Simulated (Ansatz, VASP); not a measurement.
**Al in VASP and in Ansatz**

The input INCAR:

```
SYSTEM = Al
PREC = Accurate
ENCUT = 520
EDIFF = 1E-6
ISMEAR = -1
SIGMA = 0.05
LREAL = .False.
LASPH = .True.
NELM = 80
ALGO = Normal
ISIF = 2
LWAVE = .False.
LCHARG = .False.
GGA = PE
NBANDS = 8
```

File KPOINTS:

```
regular mesh
0
Gamma
  18 18 18
  0 0 0
```

File POSCAR:

```
Al
1.0
    0.0000000000      1.7043011470      1.7043011470
    1.7043011470      0.0000000000      1.7043011470
    1.7043011470      1.7043011470      0.0000000000
Al
1
Direct
    0.0000000000      0.0000000000      0.0000000000
```

Input for Ansatz:

```yaml
crystal:
  lattice:
    - [0.0, 1.704301147, 1.704301147]
    - [1.704301147, 0.0, 1.704301147]
    - [1.704301147, 1.704301147, 0.0]
  atoms:
    - { symbol: Al, position: [0.0, 0.0, 0.0] }
kpoints:
  mp_grid: { grid: [18, 18, 18] }
scf:
  occupations: { method: fermi_dirac, width: 0.05 }
hamiltonian:
  xc: pbe
  pseudopotentials: { kind: nc }
output:
  forces: true
  stress: true
  eigenvalues: true
```

Change from the starting cell: volume scaled by 0.6, norm-conserving files.

Alike in both runs: task single point; functional PBE; k mesh 18 × 18 × 18; occupations fermi-dirac, width 0.05 eV; no spin polarisation.

|  | VASP | Ansatz |
| --- | --- | --- |
| version | VASP 6.6.1 | Ansatz 0.2.0 |
| potentials or method | VASP PAW PBE potentials, release 64 (Al) | norm-conserving pseudopotentials, scalar-relativistic |
| plane-wave cutoff (eV) | 520 | 544 |
| valence electrons in the cell | 3 | 3 |

|  | VASP | Ansatz | Ansatz less VASP |
| --- | --- | --- | --- |
| pressure (GPa) | 119.2 | 117.5 | -1.74 |

Caveats: the cell as given lies far from equilibrium; so large a pressure means that the cell lies far from this level's equilibrium, or that cutoff or potentials fall short (VASP).
